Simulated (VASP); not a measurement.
# GaAs (F-43m) in VASP: notebook

One crystal, GaAs, is run at these levels: PBE, LDA; tasks: relaxation of cell and atoms, single point.

All numbers are computed with VASP 6.6.1; they aren't measurements. Logs are shortened: lines on timing, memory, paths and dates and some standing lists are left out, and cuts for length are marked.

## (1) The structure

It takes space group F-43m (No. 216, cubic). The conventional cell has a = 5.654 Å, b = 5.654 Å, c = 5.654 Å, α = 90.00°, β = 90.00°, γ = 90.00°. As (site symmetry -43m) is surrounded by 4 Ga at 2.45 Å. Ga (site symmetry -43m) has 4 As at 2.45 Å as nearest neighbours.

## (2) Relaxation of cell and atoms, PBE

INCAR reads:

```
PREC = Accurate
ENCUT = 900
EDIFF = 1E-6
ISMEAR = -1
SIGMA = 0.05
LREAL = False
LASPH = True
NELM = 60
ALGO = Fast
ISIF = 3
LWAVE = False
LCHARG = False
GGA = PE
IBRION = 2
NSW = 60
EDIFFG = -0.01
```

KPOINTS reads:

```
Automatic mesh
0
Gamma
  8 8 8
```

POSCAR reads:

```
GaAs
1.0
    0.0000000000      2.8268500000      2.8268500000
    2.8268500000      0.0000000000      2.8268500000
    2.8268500000      2.8268500000      0.0000000000
As Ga
1 1
Direct
    0.7500000000      0.7500000000      0.7500000000
    0.0000000000      0.0000000000      0.0000000000
```

Potentials or basis: VASP PAW PBE potentials, release 54 (As, Ga_d).

Command:

```bash
$ cat potpaw_PBE.54/As/POTCAR potpaw_PBE.54/Ga_d/POTCAR > POTCAR
$ mpirun -np 1 vasp_std > vasp.out
```

OUTCAR:

```text
PREC = Accurate
   ENCUT = 900
   EDIFF = 1E-6
   ISMEAR = -1
   LREAL = False
   LASPH = True
   NELM = 60
   ISIF = 3
   GGA = PE
   IBRION = 2
   NSW = 60
   EDIFFG = -0.01

 ion  position               nearest neighbor table
   1  0.750  0.750  0.750-   2 2.45   2 2.45   2 2.45   2 2.45
   2  0.000  0.000  0.000-   1 2.45   1 2.45   1 2.45   1 2.45

  LATTYP: Found a face centered cubic cell.
 ALAT       =     5.6537000000

  Lattice vectors:

 A1 = (   0.0000000000,   2.8268500000,   2.8268500000)
 A2 = (   2.8268500000,   0.0000000000,   2.8268500000)
 A3 = (   2.8268500000,   2.8268500000,   0.0000000000)

Analysis of symmetry for initial positions (statically):
=====================================================================
 Subroutine PRICEL returns:
 Original cell was already a primitive cell.

 Routine SETGRP: Setting up the symmetry group for a
 face centered cubic supercell.

 Subroutine GETGRP returns: Found 24 space group operations
 (whereof 24 operations were pure point group operations)
 out of a pool of 48 trial point group operations.

The static configuration has the point symmetry T_d .

Analysis of symmetry for dynamics (positions and initial velocities):
=====================================================================
 Subroutine PRICEL returns:
 Original cell was already a primitive cell.

 Routine SETGRP: Setting up the symmetry group for a
 face centered cubic supercell.

 Subroutine GETGRP returns: Found 24 space group operations
 (whereof 24 operations were pure point group operations)
 out of a pool of 48 trial point group operations.

The dynamic configuration has the point symmetry T_d .

 Subroutine INISYM returns: Found 24 space group operations
 (whereof 24 operations are pure point group operations),
 and found     1 'primitive' translations

----------------------------------------------------------------------------------------

                                     Primitive cell

  volume of cell :      45.1792

  direct lattice vectors                    reciprocal lattice vectors
     0.000000000  2.826850000  2.826850000    -0.176875321  0.176875321  0.176875321
     2.826850000  0.000000000  2.826850000     0.176875321 -0.176875321  0.176875321
     2.826850000  2.826850000  0.000000000     0.176875321  0.176875321 -0.176875321

  length of vectors
     3.997769609  3.997769609  3.997769609     0.306357042  0.306357042  0.306357042

  position of ions in fractional coordinates (direct lattice)
     0.750000000  0.750000000  0.750000000
     0.000000000  0.000000000  0.000000000

  ion indices of the primitive-cell ions
   primitive index   ion index
                 1           1
                 2           2

----------------------------------------------------------------------------------------

 KPOINTS: Automatic mesh

Automatic generation of k-mesh.
 Grid dimensions read from file:
 generate k-points for:    8    8    8

 Generating k-lattice:

  Cartesian coordinates                     Fractional coordinates (reciprocal lattice)
    -0.022109415  0.022109415  0.022109415     0.125000000  0.000000000  0.000000000
     0.022109415 -0.022109415  0.022109415     0.000000000  0.125000000  0.000000000
     0.022109415  0.022109415 -0.022109415     0.000000000  0.000000000  0.125000000

  Length of vectors
     0.038294630  0.038294630  0.038294630

  Shift w.r.t. Gamma in fractional coordinates (k-lattice)
     0.000000000  0.000000000  0.000000000

 Subroutine IBZKPT returns following result:
 ===========================================

 Found     29 irreducible k-points:

 Following reciprocal coordinates:
            Coordinates               Weight
  0.000000  0.000000  0.000000      1.000000
  0.125000  0.000000  0.000000      8.000000
  0.250000  0.000000  0.000000      8.000000
  0.375000  0.000000  0.000000      8.000000
  0.500000  0.000000  0.000000      4.000000
  0.125000  0.125000  0.000000      6.000000
[... 16 lines left out ...]
  0.500000  0.250000  0.125000     48.000000
 -0.375000  0.250000  0.125000     24.000000
 [... further k-points ...]
   k-points           NKPTS =     29   k-points in BZ     NKDIM =     29   number of bands    NBANDS=     13
   number of dos      NEDOS =    301   number of ions     NIONS =      2
   total plane-waves  NPLWV =  64000
   dimension x,y,z NGX =    40 NGY =   40 NGZ =   40
   dimension x,y,z NGXF=    80 NGYF=   80 NGZF=   80
   ions per type =               1   1
   NGX,Y,Z   is equivalent  to a cutoff of  16.63, 16.63, 16.63 a.u.
   NGXF,Y,Z  is equivalent  to a cutoff of  33.27, 33.27, 33.27 a.u.
 SYSTEM =  unknown system
   PREC   = accura    normal or accurate (medium, high low for compatibility)
   ISTART =      0    job   : 0-new  1-cont  2-samecut
   ICHARG =      2    charge: 1-file 2-atom 10-const
   ISPIN  =      1    spin polarized calculation?
   LNONCOLLINEAR =      F non collinear calculations
   LSORBIT =      F    spin-orbit coupling
   LASPH  =      T    aspherical Exc in radial PAW
   ENCUT  =  900.0 eV  66.15 Ry    8.13 a.u.   9.78  9.78  9.78*2*pi/ulx,y,z
   NELM   =     60;   NELMIN=  2; NELMDL= -5     # of ELM steps
   EDIFF  = 0.1E-05   stopping-criterion for ELM
   LREAL  =      F    real-space projection
   EDIFFG = -.1E-01   stopping-criterion for IOM
   NSW    =     60    number of steps for IOM
   IBRION =      2    ionic relax: 0-MD 1-quasi-New 2-CG
   NFREE  =      1    steps in history (QN), initial steepest desc. (CG)
   ISIF   =      3    stress and relaxation
   ISYM   =      2    0-nonsym 1-usesym 2-fastsym
   POTIM  = 0.5000    time-step for ionic-motion
   TEBEG  =    0.0;   TEEND  =   0.0 temperature during run
   PSTRESS=    0.0 pullay stress
   NELECT =      18.0000    total number of electrons
   NUPDOWN=      -1.0000    fix difference up-down
   EMIN   =  10.00;   EMAX   =-10.00  energy-range for DOS
   EFERMI =   0.00;   METHOD = LEGACY
   ISMEAR =    -1;   SIGMA  =   0.05  broadening in eV -4-tet -1-fermi 0-gaus
   EFERMI_NEDOS =   21; number of points for ismear=-14 and -15
   IALGO  =     68    algorithm
   IMIX   =      4    mixing-type and parameters
     AMIX     =   0.40;   BMIX     =  1.00
     AMIX_MAG =   1.60;   BMIX_MAG =  1.00
  volume/ion in A,a.u.               =      22.59       152.44
  Fermi-wavevector in a.u.,A,eV,Ry     =   1.204628  2.276417 19.743799  1.451128
  Thomas-Fermi vector in A             =   2.340347
   LORBIT       =      0    0 simple, 1 ext, 2 COOP (PROOUT), +10 PAW based schemes
   GGA     = PE    functional components
   LHFCALC =     F    Hartree Fock is set to
   AEXX    =    0.0000 exact exchange contribution
   IVDW    =     0    specifies the selected vdW correction
   LEPSILON=     F    determine dielectric tensor
   LRPA    =     F    only Hartree local field effects (RPA)
 conjugate gradient relaxation of ions
 non-spin polarized calculation
 RMM-DIIS sequential band-by-band and
  energy-cutoff  :      900.00
  volume of cell :       45.18
 maximum number of plane-waves:      2788
   NGX = 19   NGY = 19   NGZ = 19

--------------------------------------- Ionic step        1  -------------------------------------------

 number of electron      18.0000004 magnetization

 Free energy of the ion-electron system (eV)
  ---------------------------------------------------
  ext. energy  EPLUGINS =         0.00000000
  ---------------------------------------------------
  free energy    TOTEN  =        -8.24705101 eV

  energy without entropy =       -8.24702671  energy(sigma->0) =       -8.24703886

------------------------ aborting loop because EDIFF is reached ----------------------------------------

  FORCE on cell =-STRESS in cart. coord.  units (eV):
  Direction    XX          YY          ZZ          XY          YZ          ZX
  --------------------------------------------------------------------------------------
  -------------------------------------------------------------------------------------
  Total        0.9814750      0.9814750      0.9814750      0.0000000      0.0000000     -0.0000000
  in kB       34.8057945     34.8057945     34.8057945      0.0000000      0.0000000     -0.0000000
  external PRESSURE =      34.8057945 kB  Pullay stress =       0.0000000 kB
[... 129 lines left out ...]
  energy  without entropy=       -8.2708263697  energy(sigma->0) =       -8.27102498

--------------------------------------- Ionic step        5  -------------------------------------------

 number of electron      17.9999997 magnetization

 Free energy of the ion-electron system (eV)
  ---------------------------------------------------
  ext. energy  EPLUGINS =         0.00000000
  ---------------------------------------------------
  free energy    TOTEN  =        -8.27126802 eV

  energy without entropy =       -8.27088565  energy(sigma->0) =       -8.27107683

 E-fermi :   3.5578     XC(G=0):  -9.3529

 val. band max:        3.4535191341   @ k =   0.0000   0.0000   0.0000
 cond. band min:       3.5853788591   @ k =   0.0000   0.0000   0.0000
 fundamental gap:      0.1318597250
 Fermi energy:         3.5577817789

 k-point     1 :       0.0000    0.0000    0.0000
  band No.  band energies     occupation
      1     -11.2700      2.00000
      2     -11.2700      2.00000
      3     -11.2700      2.00000
      4     -11.2029      2.00000
      5     -11.2029      2.00000
      6      -8.9076      2.00000
      7       3.4535      1.77892
      8       3.4535      1.77892
      9       3.4535      1.77892
     10       3.5854      0.73083
     11       7.1666      0.00000
     12       7.1666      0.00000
     13       7.1666      0.00000
[... 353 lines left out ...]
 k-point    24 :      -0.3750    0.2500    0.1250
  band No.  band energies     occupation
      1     -11.3413      2.00000
      2     -11.2492      2.00000
      3     -11.2429      2.00000
      4     -11.2063      2.00000
      5     -11.1998      2.00000
      6      -6.9878      2.00000
      7      -2.7978      2.00000
      8       0.4210      2.00000
      9       1.6534      2.00000
     10       6.3141      0.00000
     11       7.6263      0.00000
     12       9.6169      0.00000
     13      10.9046      0.00000

 [... further k-points ...]
[... 5 lines left out ...]
  --------------------------------------------------------------------------------------
  -------------------------------------------------------------------------------------
  Total       -0.0013989     -0.0013989     -0.0013989     -0.0000000     -0.0000000      0.0000000
  in kB       -0.0470706     -0.0470706     -0.0470706     -0.0000000     -0.0000000      0.0000000
  external PRESSURE =      -0.0470706 kB  Pullay stress =       0.0000000 kB
[... 17 lines left out ...]
  FREE ENERGIE OF THE ION-ELECTRON SYSTEM (eV)
  ---------------------------------------------------
  free  energy   TOTEN  =        -8.2712680247 eV

  energy  without entropy=       -8.2708856451  energy(sigma->0) =       -8.27107683

 reached required accuracy - stopping structural energy minimisation
```

It took 3.2 min on 1 thread of AMD EPYC 7R13 (Zen 3), shared host; peak memory 0.24 GiB.

Results:

| Quantity | Value |
| --- | --- |
| Free energy | -8.2713 eV |
| Relaxed volume | 23.81 Å³/atom |
| Relaxed cell | a = 4.068 Å, b = 4.068 Å, c = 4.068 Å, α = 60.00°, β = 60.00°, γ = 60.00° |
| Space group after relaxing (to 0.05 Å) | F-43m (No. 216) |
| Energy gained by relaxing | 12.1 meV/atom |
| Ionic steps | 5 |
| Pressure after relaxing | 0.0 GPa |
| Band gap on the k mesh | 0.13 eV, direct |

Step by step:
| step | energy change (eV) | largest force (eV/Å) | pressure (GPa) | volume (Å³) |
| --- | --- | --- | --- | --- |
| 1 | 0.0000 | 0.0000 | 3.48 | 45.18 |
| 2 | -0.0211 | 0.0000 | -1.00 | 48.46 |
| 3 | -0.0242 | 0.0000 | 0.17 | 47.54 |
| 4 | -0.0242 | 0.0000 | -0.14 | 47.67 |
| 5 | -0.0242 | 0.0000 | 0.00 | 47.61 |

Final structure:
```xyz
2
Lattice="0.0000 2.8768 2.8768 2.8768 0.0000 2.8768 2.8768 2.8768 0.0000" Properties=species:S:1:pos:R:3 pbc="T T T"
As    4.3151    4.3151    4.3151
Ga    0.0000    0.0000    0.0000
```

A hybrid or GW would open this gap; PBE tends to underestimate it. PBE usually gives volumes a little too large and moduli too small.

## (3) Relaxation of cell and atoms, PBE

INCAR is that of step 2.

KPOINTS is that of step 2.

POSCAR is that of step 2.

Potentials or basis: VASP PAW PBE potentials, release 54 (As, Ga).

Command:

```bash
$ cat potpaw_PBE.54/As/POTCAR potpaw_PBE.54/Ga/POTCAR > POTCAR
$ mpirun -np 1 vasp_std > vasp.out
```

Wall time 73 s (1 thread of AMD EPYC 7R13 (Zen 3), shared host); peak memory 0.24 GiB.

Results (log left out):

```yaml
Free_energy: -8.2840 eV
Relaxed_volume: 23.91 Å³/atom
Relaxed_cell: a = 4.074 Å, b = 4.074 Å, c = 4.074 Å, α = 60.00°, β = 60.00°, γ = 60.00°
Space_group_after_relaxing_to_0.05_Å: F-43m (No. 216)
Energy_gained_by_relaxing: 15.7 meV/atom
Ionic_steps: 3
Pressure_after_relaxing: 0.0 GPa
Band_gap_on_the_k_mesh: 0.15 eV, direct
```

The path:
```tsv
step	energy change (eV)	largest force (eV/Å)	pressure (GPa)	volume (Å³)
1	0.0000	0.0000	4.03	45.18
2	-0.0262	0.0000	-1.37	49.00
3	-0.0314	0.0000	0.01	47.82
```

Final structure:
```
CELL_PARAMETERS angstrom
0.00000 2.88093 2.88093
2.88093 0.00000 2.88093
2.88093 2.88093 0.00000
ATOMIC_POSITIONS crystal
As 0.75000 0.75000 0.75000
Ga 0.00000 0.00000 0.00000
```

Levels at points of the mesh, in eV from the valence-band top:
```csv
k point,band 2,band 3,band 4,band 5,band 6,band 7
"(0.00, 0.00, 0.00)",0.00,0.00,0.00,0.15,3.75,3.75
"(0.50, 0.00, 0.00)",-6.31,-1.05,-1.05,0.88,4.64,4.64
"(0.50, 0.50, 0.00)",-6.53,-2.47,-2.47,1.58,1.70,9.76
```

## (4) Single point, LDA (grid = ENCUT=400 dk=1.6 cell=2x2x2 ISMEAR=0 SIGMA=0.05 LREAL=Auto EDIFF=1e-06)

INCAR reads:

```
PREC = Accurate
ENCUT = 400
EDIFF = 1E-6
ISMEAR = 0
SIGMA = 0.05
LREAL = Auto
LASPH = T
NELM = 120
ALGO = Fast
ISIF = 2
LWAVE = F
LCHARG = F
NBANDS = 80
```

KPOINTS reads:

```
Automatic mesh
0
Gamma
  1 1 1
```

POSCAR reads:

```
GaAs
1.0
    0.0000000000      5.6537000000      5.6537000000
    5.6537000000      0.0000000000      5.6537000000
    5.6537000000      5.6537000000      0.0000000000
As Ga
8 8
Direct
    0.3750000000      0.3750000000      0.3750000000
    0.3750000000      0.3750000000      0.8750000000
    0.3750000000      0.8750000000      0.3750000000
    0.3750000000      0.8750000000      0.8750000000
    0.8750000000      0.3750000000      0.3750000000
    0.8750000000      0.3750000000      0.8750000000
    0.8750000000      0.8750000000      0.3750000000
    0.8750000000      0.8750000000      0.8750000000
    0.0000000000      0.0000000000      0.0000000000
    0.0000000000      0.0000000000      0.5000000000
    0.0000000000      0.5000000000      0.0000000000
    0.0000000000      0.5000000000      0.5000000000
    0.5000000000      0.0000000000      0.0000000000
    0.5000000000      0.0000000000      0.5000000000
    0.5000000000      0.5000000000      0.0000000000
    0.5000000000      0.5000000000      0.5000000000
```

Potentials or basis: VASP PAW LDA potentials, release 64 (As, Ga_d).

Command:

```bash
$ cat potpaw_LDA.64/As/POTCAR potpaw_LDA.64/Ga_d/POTCAR > POTCAR
$ mpirun -np 1 vasp_std > vasp.out
```

Run time: 76 s. Hardware: 1 thread of Intel Xeon 6975P-C (Granite Rapids), shared host; peak memory 0.3 GiB.

The run converged, but some of its settings lie outside the range that counts as converged, so its numbers aren't taken as properties of the crystal.

What came out:

```
Free energy            : -56.8487 eV
Pressure               : 3.9 GPa
Band gap on the k mesh : 0.21 eV
```

Caveat: the k mesh is coarse (spacing up to 0.96 Å⁻¹), so the values aren't converged; an odd mesh through Γ misses points on the zone boundary, where band edges often lie.

## (5) The reference run

An earlier run on the cell as given: functional PBEsol; potentials or basis VASP PAW PBE potentials, release 64 (As, Ga_d); cutoff 520 eV; k mesh 8 × 8 × 8; occupations fermi-dirac, width 0.05 eV; no spin polarisation.

- Pressure: 0.3 GPa
- Band gap on the k mesh: 0.46 eV, direct

## (6) The runs side by side

| task | level | potentials or basis | cell | cutoff (eV) | ladder | gap on the mesh (eV) | pressure (GPa) | relaxed volume (Å³/atom) |
| --- | --- | --- | --- | --- | --- | --- | --- | --- |
| relaxation of cell and atoms | PBE | VASP PAW PBE potentials, release 54 (As, Ga_d) | relaxed | 900 | - | 0.13 | 0.0 | 23.81 |
| relaxation of cell and atoms | PBE | VASP PAW PBE potentials, release 54 (As, Ga) | relaxed | 900 | - | 0.15 | 0.0 | 23.91 |
| single point | PBEsol | VASP PAW PBE potentials, release 64 (As, Ga_d) | as given | 520 | free | 0.46 | 0.3 | - |

Alike in all rows: no spin polarisation; k mesh 8 × 8 × 8; smearing fermi-dirac 0.05 eV.

Caveats: the PAW data sets were made with another functional, which shifts forces and pressure a little (some runs).

Total energies depend on the potentials used, so only differences within one code and one set of settings carry meaning.
